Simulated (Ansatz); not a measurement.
# MoSi2N4 bilayer (AB) in a perpendicular field, part 3 of 3

Wanted: the out-of-plane response of the MoSi2N4 bilayer (AB). A positive field points along +c.

Ansatz 0.2.0; plane-wave DFT, PBE-D3(BJ), Ansatz PAW.

So far. Step 6 (Single point, field 0.2 V/Å): The dipole is 0.131 e·Å, 0.125 e·Å from its value without field, and the gap 1.731 eV.

### Step 7. Single point, field 0.3 V/Å

Input file input.yaml:

```yaml
crystal:
  lattice:
    - [2.8855482799, 0.0, 0.0]
    - [-1.44277414, 2.4989581143, 0.0]
    - [0.0, 0.0, 35.0168988081]
  atoms:
    - { symbol: "N", position: [0.0, 0.0, 0.2570187625] }
    - { symbol: Si, position: [0.3333333333, 0.6666666667, 0.2720225853] }
    - { symbol: "N", position: [0.3333333333, 0.6666666667, 0.3220195971] }
    - { symbol: Mo, position: [0.0, 0.0, 0.3578061716] }
    - { symbol: "N", position: [0.3333333333, 0.6666666667, 0.3935815677] }
    - { symbol: Si, position: [0.3333333333, 0.6666666667, 0.4435526817] }
    - { symbol: "N", position: [0.0, 0.0, 0.4584061176] }
    - { symbol: "N", position: [0.3333333333, 0.6666666667, 0.541564485] }
    - { symbol: Si, position: [0.6666666667, 0.3333333333, 0.5564540565] }
    - { symbol: "N", position: [0.6666666667, 0.3333333333, 0.6064213476] }
    - { symbol: Mo, position: [0.3333333333, 0.6666666667, 0.6421928352] }
    - { symbol: "N", position: [0.6666666667, 0.3333333333, 0.6779804584] }
    - { symbol: Si, position: [0.6666666667, 0.3333333333, 0.7279773989] }
    - { symbol: "N", position: [0.3333333333, 0.6666666667, 0.7429812375] }
kpoints:
  mp_grid: { grid: [18, 18, 1] }
  band_path:
    path: [[0, 0, 0], [0.5, 0, 0], [0.33333333, 0.33333333, 0], [0, 0, 0]]
    npoints: 16
hamiltonian:
  xc: pbe
  dispersion: d3bj
scf:
  occupations: { method: fermi_dirac, width: 0.02585 }
  convergence: { dr2_threshold: 1.0e-10 }
efield:
  axis: 3
  dipole_correction: true
  ramp_position: 0.9525
  ramp_width: 0.0949
  amplitude: 0.3
output:
  write_potential: true
  write_density: true
  volumetric_format: npy
```

Command:

```
> ansatz run input.yaml --threads 4 --pin off --max-ram 8192MiB --backend cpu --events-out ev --progress --plain --runs-dir out
```

Numbers of over 12 decimals in the logs are rounded to 6 here.

Output:

```text
[...]
Crystal: 14 atoms, lattice volume = 252.502 Å³
Basis set: ecut = 420 eV, 4929 PW (Γ)
Bands: 56, of which v1, the nominal top of the filled ones, is band 42 counted from 1 (41 counted from 0)
Symmetry: 6 space group operations
[...]
k-points: 37 of 324 (time reversal used)
[...]
k-point 0: bands = [... 38 lower, 2.3065, 2.5198, 4.1177, 4.6280, 7.0853, 7.0853, 7.3867, 7.3867, ... 10 higher]
  k-point 1: bands = [... 38 lower, 2.2402, 2.6168, 4.0860, 4.5937, 6.9862, 7.0727, 7.3237, 7.4753, ... 10 higher]
  k-point 2: bands = [... 38 lower, 2.1920, 2.6749, 3.9379, 4.4426, 6.8547, 7.0398, 7.2535, 7.3854, ... 10 higher]
  k-point 36: bands = [... 38 lower, 2.7857, 3.3077, 3.7540, 4.2594, 6.1456, 6.6494, 7.4497, 7.9694, ... 10 higher]
[key lines of the parts left out:]
SCF converged after 17 iterations
Free energy (F): -15543.761802 eV
Fermi energy:    5.389955 eV
Dipole field:    D = 0.138340 V/Å  (p = 0.193041 e·Å, saw-weighted, corrected)
```

Wall time 67 s (4 threads of Intel Xeon at 2.50GHz (Skylake/Cascade Lake), shared host); peak memory 0.96 GiB; 4.2 min of CPU time.

The dipole is 0.193 e·Å, 0.187 e·Å from its value without field, and the gap 1.518 eV.

### Step 8. Response, atoms held

This step: plane-wave DFT, PBE-D3(BJ), Ansatz PAW; response to a field along the normal, atoms held (Ansatz 0.2.0).

The dipoles give the slope, and the difference of two potentials shows where the field is screened.

This step gave:

| Quantity | Value |
| --- | --- |
| equivalent conductor thickness p/(ε₀AE) | 15.66 Å |
| distance between the outer atoms | 17.02 Å |

Table of dipole of the cell by applied field:

```tsv
applied field (V/Å)	dipole of the cell (e·Å)
-0.100	-0.0566
0.000	0.00581
0.100	0.0682
0.200	0.131
0.300	0.193
```

Local field over the applied field, running mean. From the potentials at -0.1 and 0.1 V/Å; running mean over 2.8 Å. Local field over applied field against z:

```tsv
z (Å)	local field over applied field
5	0.998
6	0.979
7	0.849
8	0.560
9	0.311
10	0.179
11	0.144
12	0.0792
13	0.0760
14	0.142
15	0.176
16	0.291
17	0.405
18	0.406
19	0.290
20	0.176
21	0.142
22	0.0768
23	0.0783
24	0.144
25	0.178
26	0.307
27	0.554
28	0.844
29	0.978
30	0.998
```

The induced electron density oscillates, so the rows of the table below give means over windows of 1 Å about each position, cut where the curve ends. Its first 14 maxima inside the range that stand out by 2 % of the span (Å: e/Å³ per V/Å): 8.2: 0.00387, 9.2: 0.00125, 10.5: 0.00151, 11.4: 0.00130, 13.3: 2.9e-4, 14.0: -3.4e-4, 15.3: 0.00218, 16.2: -5.1e-4, 18.2: 0.00343, 19.1: 0.00128, 20.4: 0.00146, 21.3: 0.00135, 23.2: 3.2e-4, 24.1: -3.4e-4. Its first 14 minima: 8.9: 4.8e-4, 9.8: -0.00216, 10.9: 3.4e-4, 11.8: -3.2e-4, 13.7: -0.00136, 14.6: -0.00147, 15.9: -0.00124, 16.8: -0.00345, 18.8: 4.7e-4, 19.7: -0.00218, 21.0: 3.4e-4, 21.7: -2.8e-4, 23.6: -0.00130, 24.5: -0.00151.

Electrons, planar mean, per unit field. Induced electron density against z; means over each step:

z (Å), induced electron density (e/Å³ per V/Å) and a bar from the least value:
```
        5    0.00001 ###############
        6    0.00009 ###############
        7    0.00080 ###################
        8    0.00311 ##############################
        9    0.00087 ###################
       10   -0.00059 ############
       11    0.00094 ####################
       12   -0.00003 ###############
       13    0.00005 ###############
       14   -0.00088 ###########
       15    0.00041 #################
       16   -0.00066 ############
       17   -0.00232 ####
       18    0.00230 ##########################
       19    0.00071 ##################
       20   -0.00047 #############
       21    0.00089 ###################
       22   -0.00004 ###############
       23    0.00004 ###############
       24   -0.00093 ###########
       25    0.00054 ##################
       26   -0.00080 ###########
       27   -0.00312 
       28   -0.00083 ###########
       29   -0.00009 ###############
       30   -0.00001 ###############
```

The smaller of the gaps on the path and on the k-mesh, counted as 0 under 0.03 eV. Gap against applied field:

```tsv
applied field (V/Å)	gap (eV)
-0.100	1.66
0.000	1.87
0.100	1.93
0.200	1.73
0.300	1.52
```

By hand: between -0.1 and 0.1 V/Å the dipole changes by 0.1248 e·Å, a slope of 0.6239 e·Å²/V. A perfect conductor of thickness t has p = ε₀AEt, so t = 180.95 × 0.6239 / 7.211 = 15.66 Å (e/ε₀ = 180.95 V·Å, A in Å²).

The induced dipole is that of a conductor 15.66 Å thick.

### Step 9. Outcome

| Property | Result |
| --- | --- |
| gap without field | 1.87 eV |
| ionisation energy, upper face | 5.37 eV |
| electron affinity, upper face | 3.51 eV |
| step between the vacuum levels | -0.146 eV |
| equivalent conductor thickness, atoms held | 15.7 Å |

**Reading.** The induced dipole equals that of a perfect conductor 15.66 Å thick, while the outer atoms lie 17.02 Å apart; an out-of-plane ε follows only once a thickness t is chosen, by 1 − 1/ε = 15.66 Å / t. The two faces differ: the vacuum level above lies 0.15 eV lower than the one below. The gap goes from 1.87 eV to 1.52 eV at 0.3 V/Å. With the field reversed the gap is 1.66 eV at -0.1 V/Å. Semilocal functionals give gaps that are too small, and excitons are not included. Spin-orbit coupling is left out, which matters for the bands of elements this heavy. The outer anions sit over the metal atoms, one of several polytypes of such layers and not the lowest for every compound.

[Logs are printed without paths, hosts, clocks, repeated set-up lines and the standing remarks that a program may print on its own settings, such as how far it seeks lower states.]

[Hosts, paths, dates, database ids (printed as entryN), source tags and the programs' standing remarks are cut or masked in the printed files.]

[Maps of the electrostatic potential energy from Ansatz leave out the sawtooth potential of an applied field or a dipole correction, so their vacuum need not be flat; planar profiles and work functions include it.]
